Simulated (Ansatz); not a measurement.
## How many bands does the GW gap of SiB2P2C (zincblende [110] superlattice) need?

How do accuracy and time trade against each other in G0W0 on SiB2P2C (zincblende [110] superlattice)?

Program: Ansatz 0.2.0. Level of theory: G0W0 on PBEsol, plane waves, PAW; PAW set soft_1. Results are calculated unless marked as measured.

## 1. Starting point

The cell holds 12 atoms: 4 B, 4 P, 2 Si and 2 C. Cell: a = 3.163 Å, b = 4.487 Å, c = 9.521 Å, α = 90.0°, β = 90.0°, γ = 90.0°. It derives from BP. Regions: BP, 8 atoms (4 B and 4 P); SiC, 4 atoms (2 Si and 2 C). The structure's axis is c.

As a file:

```cif
data_structure
_symmetry_space_group_name_H-M 'P 1'
_symmetry_Int_Tables_number 1
_cell_length_a 3.1626
_cell_length_b 4.4867
_cell_length_c 9.5214
_cell_angle_alpha 90.000
_cell_angle_beta 90.000
_cell_angle_gamma 90.000
_cell_volume 135.11
loop_
_atom_site_label
_atom_site_type_symbol
_atom_site_fract_x
_atom_site_fract_y
_atom_site_fract_z
_atom_site_occupancy
B1 B 0.00000 0.97240 0.07385 1
P2 P 0.50000 0.22903 0.09172 1
B3 B 0.50000 0.48080 0.25809 1
P4 P 0.00000 0.73230 0.24920 1
B5 B 0.00000 0.98080 0.41745 1
P6 P 0.50000 0.23230 0.42634 1
B7 B 0.50000 0.47240 0.60168 1
P8 P 0.00000 0.72903 0.58382 1
Si9 Si 0.00000 0.04930 0.76730 1
C10 C 0.50000 0.28616 0.75206 1
Si11 Si 0.50000 0.54930 0.90824 1
C12 C 0.00000 0.78616 0.92347 1
```

The structure was relaxed with PBEsol. The runs that relaxed it are not among those shown.

## 2. 89 empty bands, screening to 44 eV

G0W0 replaces the xc potential by the self-energy, built once from these orbitals. Only a window of levels is corrected, while the sums run over the empty bands that the input names. This step takes PAW set soft_1 files.

Contents of input.yaml:

```yaml
crystal:
  lattice:
    - [3.1626406135, 0.0, 0.0]
    - [0.0, 4.4867471562, -2.1681e-06]
    - [0.0, -4.6631e-06, 9.5214322251]
  atoms:
    - { symbol: B, position: [0.0, -0.0275991581, 0.0738524308] }
    - { symbol: P, position: [0.5, 0.2290313149, 0.0917151119] }
    - { symbol: B, position: [0.5, 0.4808022534, 0.2580866696] }
    - { symbol: P, position: [0.0, 0.7322991948, 0.2491993833] }
    - { symbol: B, position: [0.0, -0.0191977068, 0.4174493907] }
    - { symbol: P, position: [0.5, 0.2322991288, 0.4263365533] }
    - { symbol: B, position: [0.5, 0.472400192, 0.6016838273] }
    - { symbol: P, position: [0.0, 0.7290314443, 0.5838211069] }
    - { symbol: Si, position: [0.0, 0.0493034712, 0.7672996926] }
    - { symbol: C, position: [0.5, 0.2861631318, 0.7520628987] }
    - { symbol: Si, position: [0.5, 0.5493035824, 0.9082366183] }
    - { symbol: C, position: [0.0, 0.7861631513, 0.9234735059] }
kpoints:
  mp_grid: { grid: [4, 4, 2] }
hamiltonian:
  xc: pbesol
  pseudopotentials: { kind: paw, azcp: { folder: soft_1 }, xc_functional: pbe }
scf:
  occupations: { method: fixed }
gw:
  n_empty_bands: 89
  ecut_chi: 44
  qp_bands: [v4, c4]
  qp_kpoints: band_edges
  screening: { model: contour_deformation }
```

On the command line:

```sh
$ ansatz run input.yaml --threads 4 --pin off --max-ram 17510MiB --backend cpu --events-out ev --progress --plain --runs-dir out
```

Numbers of over 12 decimals in the logs are rounded to 6 here.

Output:

```text
Warning: the atoms were moved onto the symmetric positions of the space group found under crystal.symmetry.tolerance 1.0e-5 (fractional; no operation is sought that the atoms, as they stand in a round, miss by more than twice it, and no atom is moved by as much as it), and the run uses the moved positions. Before a round's move an operation carried an atom to 2.97e-6 Å from where it should land, the largest such dist [...]
Engine: ansatz 0.2.0, aarch64-unknown-linux-gnu
Pseudopotentials: kind: paw
Pseudopotential: B, paw, valence charge 3, recommended cutoff 420 eV (normal), soft_1/B.paw.azcp
Pseudopotential: P, paw, valence charge 5, recommended cutoff 420 eV (normal), soft_1/P.paw.azcp
Pseudopotential: Si, paw, valence charge 4, recommended cutoff 420 eV (normal), soft_1/Si.paw.azcp
Pseudopotential: C, paw, valence charge 4, recommended cutoff 420 eV (normal), soft_1/C.paw.azcp
Functional definition: PBEsol
  exchange = pbesol_x
  correlation = pbesol_c
Crystal: 12 atoms, lattice volume = 135.109 Å³
Basis set: ecut = 420 eV, 2663 PW (Γ)
Bands: 36, of which v1, the nominal top of the filled ones, is band 24 counted from 1 (23 counted from 0)
Symmetry: 4 space group operations
Space group: Pmn21 (ITA 31), of the structure as read, at distance tolerance 5.1e-5 Å
k-points: 18 of 32 (time reversal used)
Non-local potential: B, projectors of the file, l = 0: 2, l = 1: 2, l = 2: 1
Non-local potential: P, projectors of the file, l = 0: 2, l = 1: 2, l = 2: 1
Non-local potential: Si, projectors of the file, l = 0: 2, l = 1: 2, l = 2: 1
Non-local potential: C, projectors of the file, l = 0: 2, l = 1: 2, l = 2: 1
PAW form: soft (Blöchl's): semilocal exchange-correlation on the pseudo side does not see the compensation charge
PAW frozen core: B, regenerated for the run's functional, and the local potential with it (the file was generated under x = pbe(κ = 0.804, μ = 0.219515), c = pbe(β = 0.066725))
PAW frozen core: P, regenerated for the run's functional, and the local potential with it (the file was generated under x = pbe(κ = 0.804, μ = 0.219515), c = pbe(β = 0.066725))
PAW frozen core: Si, regenerated for the run's functional, and the local potential with it (the file was generated under x = pbe(κ = 0.804, μ = 0.219515), c = pbe(β = 0.066725))
PAW frozen core: C, regenerated for the run's functional, and the local potential with it (the file was generated under x = pbe(κ = 0.804, μ = 0.219515), c = pbe(β = 0.066725))
PAW one-centre angular grid: B, 110 points (default); XC on 64 Gauss nodes
PAW one-centre angular grid: P, 110 points (default); XC on 64 Gauss nodes
PAW one-centre angular grid: Si, 110 points (default); XC on 64 Gauss nodes
PAW one-centre angular grid: C, 110 points (default); XC on 64 Gauss nodes
Initial density: superposition of atomic densities (chi_scale 0.1, normalization cell, long waves kept (reshape's long-wave potential 0.26 eV rms))
Initial wavefunctions: pseudopotential atomic-orbital guess
Functional: x = pbesol(κ = 0.804, μ = 0.123457), c = pbesol(β = 0.046)
SCF iter   1: F=—  HF=-5315.900580 eV  |F-HF|=—  |Δ(HF+E_count)|=         —  Δρ=9.81e-2  dr2=1.62e1  ethr=3.10e-3  ⟨swp⟩=5.6  Hψ=2834  notcnv=0  defer=168
preconditioner: auto → Resta (q_TF=auto, 2.296 Å⁻¹)  ε∞=4.8  [insulator: Δε(μ)=1.890 eV  Ē_g=11.367 eV  n_scr=22 (ndim 8)  ℏωp=22.1 eV  f_vac=0.000  ε∞_Penn≈4.8]
SCF iter   2: F=—  HF=-5311.476766 eV  |F-HF|=—  |Δ(HF+E_count)|=    4.42e0  Δρ=4.17e-2  dr2=2.38e0  ethr=3.10e-3  ⟨swp⟩=3.1  Hψ=1363  notcnv=0  defer=174
SCF iter   3: F=—  HF=-5310.743349 eV  |F-HF|=—  |Δ(HF+E_count)|=   7.33e-1  Δρ=1.17e-2  dr2=1.77e-1  ethr=3.10e-3  ⟨swp⟩=3.1  Hψ=982  notcnv=0  defer=174
SCF iter   4: F=—  HF=-5310.705481 eV  |F-HF|=—  |Δ(HF+E_count)|=   3.79e-2  Δρ=2.15e-3  dr2=7.05e-3  ethr=3.69e-4  ⟨swp⟩=3.0  Hψ=1120  notcnv=0  defer=178
SCF iter   5: F=—  HF=-5310.706564 eV  |F-HF|=—  |Δ(HF+E_count)|=   1.08e-3  Δρ=7.27e-4  dr2=5.26e-4  ethr=1.47e-5  ⟨swp⟩=3.3  Hψ=887  notcnv=0  defer=180
SCF iter   6: F=—  HF=-5310.706925 eV  |F-HF|=—  |Δ(HF+E_count)|=   3.61e-4  Δρ=1.13e-4  dr2=2.42e-5  ethr=1.10e-6  ⟨swp⟩=2.4  Hψ=958  notcnv=0  defer=180
SCF iter   7: F=—  HF=-5310.706928 eV  |F-HF|=—  |Δ(HF+E_count)|=   2.94e-6  Δρ=2.14e-5  dr2=4.88e-7  ethr=5.04e-8  ⟨swp⟩=2.6  Hψ=1002  notcnv=0  defer=178
SCF iter   8: F=-5310.706928 eV  HF=-5310.706928 eV  |F-HF|=5.10e-9  |Δ(HF+E_count)|=   1.81e-7  Δρ=4.11e-6  dr2=2.53e-8  ethr=2.08e-10  ⟨swp⟩=14.7  Hψ=4033  notcnv=0
SCF 1 converged in 8 iterations: F = -5310.706928 eV  dr2 = 2.53e-8
  greatest PAW one-centre occupation: 0.766 electrons in one spin orbital (limit 2), on the P atom at site 7 (counted from 0), in its partial waves of l = 0
NSCF: frozen V_eff on 18 k-points
G₀W₀ screening: q 1/18
[... further progress lines ...]
SCF converged after 8 iterations
Free energy (F): -5310.706928 eV
Harris-Foulkes:  -5310.706928 eV  (|F-HF|=5.10e-9)
Internal energy: -5310.706928 eV  (E = F + TS)
E sigma→0 (E₀):  -5310.706928 eV
Fermi energy:    9.678005 eV
--- Per-component energies (eV) ---
  E_band       = 142.562062
  E_kinetic    = 746.230368
  E_local      = -447.296934  (includes V_loc(G=0)·N_el)
  E_nonlocal   = 251.551194
  E_hartree    = 136.106093
  E_xc         = -632.855076
  E_vxc        = -620.655346  (∫ρ·V_xc dr)
  E_paw        = -3660.364217  (= ΣΔE_a)
  E_vpaw       = -59.478727  (= ΣTr[D̂ρ^β])
  E_aug_tail   = 0.000130  (compensation charges beyond the density's cutoff)
  E_ewald      = -1704.427036
  E_core_change = 0.348551  (= ΣΔE_core)
  E_smearing   = -0.000000  (= −TS)
  E_closure    = -0.000000  (closes the sum)
  Σ components = -5310.706928   (vs F -5310.706928, Δ=0.00e0)
--- Band table (eV; the first three rows and the last of 18) ---
  k-point 0: bands = [... 20 lower, 9.0152, 9.3371, 9.5633, 9.6780, 10.5377, 11.2251, 12.2581, 12.4196, ... 8 higher]
  k-point 1: bands = [... 20 lower, 8.3852, 8.8880, 9.2111, 9.6533, 11.0380, 11.4063, 12.9842, 13.0730, ... 8 higher]
  k-point 2: bands = [... 20 lower, 8.4128, 8.6856, 8.6964, 8.7645, 10.8141, 11.9198, 12.4621, 12.8240, ... 8 higher]
  k-point 17: bands = [... 20 lower, 7.1907, 7.1907, 7.3809, 7.3809, 13.2311, 13.2311, 13.7303, 13.7303, ... 8 higher]
--- G₀W₀: contour deformation, 6 samples at zero and on the imaginary axis and 1 off it, 32 q-points, 89 empty bands' worth ---
  eigenvalues of the whole cell's RPA ε∞ on this k-mesh (on a slab, of 1 + 4πα/V) = 9.0948, 9.2518, 10.9910; static W/v taken at q = 0 is 0.099644
  bands read: the sum over 113 bands ends inside a degenerate multiplet in 10 slots, whose members it reads at an even weight; the widest, k=4: bands 113 to 114 (counted from 1) at 1/2 each
  gw.qp_kpoints: band_edges: 10 of 18 stored k-points solved, in 1 pass; an edge of the gap read off the rows below is read off those points alone
    valence top: of the k-points left out ik 8 came nearest to being solved in a further pass, in band 24 (counted from 1, as in the quasiparticle table): it holds the edge there only if its correction is more favourable than any solved in that band by at least 1.130 eV; those differ by 0.332 eV
    conduction bottom: of the k-points left out ik 14 came nearest to being solved in a further pass, in band 25 (counted from 1, as in the quasiparticle table): it holds the edge there only if its correction is more favourable than any solved in that band by at least 0.785 eV; those differ by 0.240 eV
    ik  band        ε_KS         Σx   Σc(E_QP)       V_xc       Z   E_QP_lin       E_QP  E_QP is
     0    21      9.0152   -17.1008     2.4032   -14.9838  0.7949     9.3008     9.3014  root
     0    22      9.3371   -16.8350     2.1124   -15.0692  0.7995     9.6830     9.6838  root
     0    23      9.5633   -16.9511     2.1055   -15.2254  0.8000     9.9422     9.9430  root
     0    24      9.6780   -16.8813     2.1863   -15.0562  0.7991    10.0384    10.0392  root
     0    25     10.5377    -7.2052    -3.7024   -11.7110  0.8125    11.3459    11.3411  root
     0    26     11.2251    -7.3095    -3.8075   -11.9791  0.8090    12.0932    12.0873  root
     0    27     12.2581    -7.1904    -4.0485   -12.1850  0.8059    13.2122    13.2042  root
     0    28     12.4196    -7.2230    -4.0986   -12.2873  0.8080    13.3937    13.3853  root
     1    21      8.3852   -16.9030     2.2473   -14.8886  0.7938     8.6178     8.6182  root
     1    22      8.8880   -16.4535     2.0363   -14.6672  0.7978     9.1376     9.1380  root
     1    23      9.2111   -17.3475     2.4375   -15.2421  0.7960     9.5425     9.5432  root
     1    24      9.6533   -16.7937     2.1617   -14.9894  0.7989    10.0100    10.0108  root
     1    25     11.0380    -7.1174    -3.9062   -11.8674  0.8103    11.8878    11.8817  root
     1    26     11.4063    -7.1838    -3.8922   -11.9542  0.8088    12.2907    12.2845  root
     1    27     12.9842    -7.2880    -4.1643   -12.4510  0.7993    13.9932    13.9829  root
     1    28     13.0730    -7.4777    -4.0505   -12.5673  0.8002    14.1230    14.1121  root
     2    21      8.4128   -17.2854     2.3656   -15.1516  0.7927     8.6443     8.6447  root
     2    22      8.6856   -16.6779     2.1761   -14.7343  0.7963     8.9178     8.9181  root
     2    23      8.6964   -17.1286     2.4882   -14.8901  0.7929     8.9456     8.9461  root
     2    24      8.7645   -16.8919     2.3898   -14.7692  0.7938     9.0310     9.0315  root
     2    25     10.8141    -7.5398    -3.7034   -12.0883  0.8105    11.6647    11.6592  root
     2    26     11.9198    -6.8369    -4.0227   -11.7490  0.8074    12.8161    12.8092  root
     2    27     12.4621    -7.7932    -4.0017   -12.8061  0.8023    13.4825    13.4732  root
     2    28     12.8240    -7.4873    -4.1008   -12.6129  0.8017    13.8588    13.8488  root
[...]
16    21      7.7447   -17.3313     2.7151   -14.8145  0.7887     7.9426     7.9429  root
    16    22      7.7447   -17.3313     2.7151   -14.8145  0.7887     7.9426     7.9429  root
    16    23      7.9325   -17.3817     2.6658   -14.9404  0.7895     8.1566     8.1570  root
    16    24      7.9325   -17.3817     2.6658   -14.9404  0.7895     8.1566     8.1570  root
    16    25     12.9256    -8.2245    -4.0418   -13.3027  0.7994    13.9727    13.9620  root
    16    26     12.9256    -8.2245    -4.0418   -13.3027  0.7994    13.9727    13.9620  root
    16    27     13.7497    -7.6380    -4.2392   -12.9357  0.7967    14.8205    14.8081  root
    16    28     13.7497    -7.6380    -4.2392   -12.9357  0.7967    14.8205    14.8081  root
```

Elapsed: 38 s, on 4 threads of Arm Neoverse V1, shared host; peak memory 0.68 GiB.

Numbers from this step:

```
bands summed                                 : 113
RPA ε∞ on this mesh (eigenvalues)            : 9.095, 9.252, 10.99
plane waves in the screening matrix          : 85
q-points in the mesh                         : 32
G0W0 gap on the mesh                         : 1.226 eV
k of the valence top                         : 0, 0, 0
k of the conduction bottom                   : -0.5, 0, -0.5
starting gap on the mesh                     : 0.7903 eV
Z at the valence top                         : 0.7991
Z at the conduction bottom                   : 0.8136
least direct G0W0 gap on the computed points : 1.302 eV
```

The gap on the mesh goes from 0.79 eV to 1.23 eV, a correction of +0.44 eV. Between the two edge states, bare exchange in place of the xc potential would open the gap by 6.23 eV, and correlation takes back 5.80 eV.

## 3. 353 empty bands, screening to 110 eV

Another rung: the empty bands reach about as high as the screening cutoff, so the two stay in balance.

Changes to input.yaml since step 2:

```diff
@@ -26,4 +26,4 @@
 gw:
-  n_empty_bands: 89
-  ecut_chi: 44
+  n_empty_bands: 353
+  ecut_chi: 110.0
   qp_bands: [v4, c4]
```

Output:

```text
[...]
Crystal: 12 atoms, lattice volume = 135.109 Å³
Basis set: ecut = 420 eV, 2663 PW (Γ)
Bands: 36, of which v1, the nominal top of the filled ones, is band 24 counted from 1 (23 counted from 0)
[... 1 set-up line as in the run before ...]
[...]
k-points: 18 of 32 (time reversal used)
[...]
SCF iter   1: F=—  HF=-5315.900580 eV  |F-HF|=—  |Δ(HF+E_count)|=         —  Δρ=9.81e-2  dr2=1.62e1  ethr=3.10e-3  ⟨swp⟩=5.6  Hψ=2834  notcnv=0  defer=168
[...]
SCF iter   8: F=-5310.706928 eV  HF=-5310.706928 eV  |F-HF|=5.10e-9  |Δ(HF+E_count)|=   1.81e-7  Δρ=4.11e-6  dr2=2.53e-8  ethr=2.08e-10  ⟨swp⟩=14.7  Hψ=4033  notcnv=0
SCF 1 converged in 8 iterations: F = -5310.706928 eV  dr2 = 2.53e-8
[...]
NSCF: frozen V_eff on 18 k-points
G₀W₀ screening: q 1/18
[... further progress lines ...]
SCF converged after 8 iterations
Free energy (F): -5310.706928 eV
[...]
Internal energy: -5310.706928 eV  (E = F + TS)
E sigma→0 (E₀):  -5310.706928 eV
Fermi energy:    9.678005 eV
[...]
--- Band table (eV; the first three rows and the last of 18) ---
  k-point 0: bands = [... 20 lower, 9.0152, 9.3371, 9.5633, 9.6780, 10.5377, 11.2251, 12.2581, 12.4196, ... 8 higher]
  k-point 1: bands = [... 20 lower, 8.3852, 8.8880, 9.2111, 9.6533, 11.0380, 11.4063, 12.9842, 13.0730, ... 8 higher]
  k-point 2: bands = [... 20 lower, 8.4128, 8.6856, 8.6964, 8.7645, 10.8141, 11.9198, 12.4621, 12.8240, ... 8 higher]
  k-point 17: bands = [... 20 lower, 7.1907, 7.1907, 7.3809, 7.3809, 13.2311, 13.2311, 13.7303, 13.7303, ... 8 higher]
[...]
0    21      9.0152   -17.1008     1.6881   -14.9838  0.7850     8.5849     8.5863  root
     0    22      9.3371   -16.8350     1.3872   -15.0692  0.7893     8.9577     8.9586  root
     0    23      9.5633   -16.9511     1.3627   -15.2254  0.7893     9.1994     9.2002  root
     0    24      9.6780   -16.8813     1.4396   -15.0562  0.7886     9.2916     9.2925  root
     0    25     10.5377    -7.2052    -4.1505   -11.7110  0.8063    10.8939    10.8930  root
     0    26     11.2251    -7.3095    -4.3060   -11.9791  0.8021    11.5897    11.5888  root
     0    27     12.2581    -7.1904    -4.5702   -12.1850  0.7987    12.6840    12.6825  root
     0    28     12.4196    -7.2230    -4.6122   -12.2873  0.8011    12.8735    12.8717  root
[...]
16    25     12.9256    -8.2245    -4.6098   -13.3027  0.7905    13.3960    13.3939  root
    16    26     12.9256    -8.2245    -4.6098   -13.3027  0.7905    13.3960    13.3939  root
    16    27     13.7497    -7.6380    -4.8230   -12.9357  0.7882    14.2266    14.2243  root
    16    28     13.7497    -7.6380    -4.8230   -12.9357  0.7882    14.2266    14.2243  root
```

Elapsed: 5.2 min, on 4 threads; peak memory 2.2 GiB; 20 min of CPU time.

This step gave:

```
bands summed                                 : 377
RPA ε∞ on this mesh (eigenvalues)            : 8.783, 8.950, 10.60
plane waves in the screening matrix          : 367
q-points in the mesh                         : 32
G0W0 gap on the mesh                         : 1.521 eV
k of the valence top                         : 0, 0, 0
k of the conduction bottom                   : -0.5, 0, -0.5
starting gap on the mesh                     : 0.7903 eV
Z at the valence top                         : 0.7886
Z at the conduction bottom                   : 0.8074
least direct G0W0 gap on the computed points : 1.600 eV
```

Against the run with 4×4×2 mesh, 89 empty bands, screening to 44 eV, PAW set soft_1 files, the gap moves by +0.30 eV.

## 4. Side by side

Times are wall times on 4 threads of Arm Neoverse V1, shared host, good to a factor of about two.

```
 mesh           files            frequency  bands summed  cutoff (eV)  start (eV)  G0W0 (eV)     time  host memory (GiB)
4×4×2  PAW set soft_1  contour deformation           113           44       0.790      1.226     38 s               0.68
4×4×2  PAW set soft_1  contour deformation           377          110       0.790      1.521  5.2 min                2.2
```

The parts of the quasiparticle energy at the two band edges (eV; QP = start + Σx + Σc − Vxc):

| run | edge | start | Σx | Σc | Vxc | Z | QP |
| --- | --- | --- | --- | --- | --- | --- | --- |
| 113 bands | valence top | 9.68 | -16.88 | 2.19 | -15.06 | 0.80 | 10.04 |
| 113 bands | conduction bottom | 10.47 | -7.30 | -3.61 | -11.71 | 0.81 | 11.26 |
| 377 bands | valence top | 9.68 | -16.88 | 1.44 | -15.06 | 0.79 | 9.29 |
| 377 bands | conduction bottom | 10.47 | -7.30 | -4.06 | -11.71 | 0.81 | 10.81 |

## 5. Summary of results

```yaml
113_bands_44_ev: 1.226 eV
377_bands_110_ev: 1.521 eV
estimated_limit_in_bands_and_cutoff: 1.65 eV
mesh_and_start: 4×4×2, PBEsol
```

What this shows: A line in one over the bands through the two rungs gives 1.65 eV, +0.13 eV from the top rung; with two points alone it is an unchecked estimate. The rungs stand 0.42 eV (113 bands) and 0.13 eV (377 bands) from it. From 113 to 377 bands the gap moves by +0.30 eV while the time grows 8.1-fold. Σc changes by −0.75 eV at the valence top and −0.45 eV at the conduction bottom, so the levels themselves move more than the gap between them. The 4×4×2 mesh is coarse for this cell (its supercell is 13 Å along the shortest edge). The RPA ε∞ on it, from the PBEsol start, is 8.78, 8.95 and 10.60; such meshes misread the long-range screening, most where the gap is narrow.

[Paths, hosts, dates, memory and timing lines, banners, echoed tables and standing remarks are left out of the program output.]

[Logs are printed without paths, hosts, clocks, repeated set-up lines and the standing remarks that a program may print on its own settings, such as how far it seeks lower states.]

[Runs of the session that timed out or met a known fault of the program may be left out.]

[Cells called generated may have been cut or substituted from an entry of the Crystallography Open Database or the Materials Project.]

[Hosts, paths, dates, database ids (printed as entryN), source tags and the programs' standing remarks are cut or masked in the printed files.]
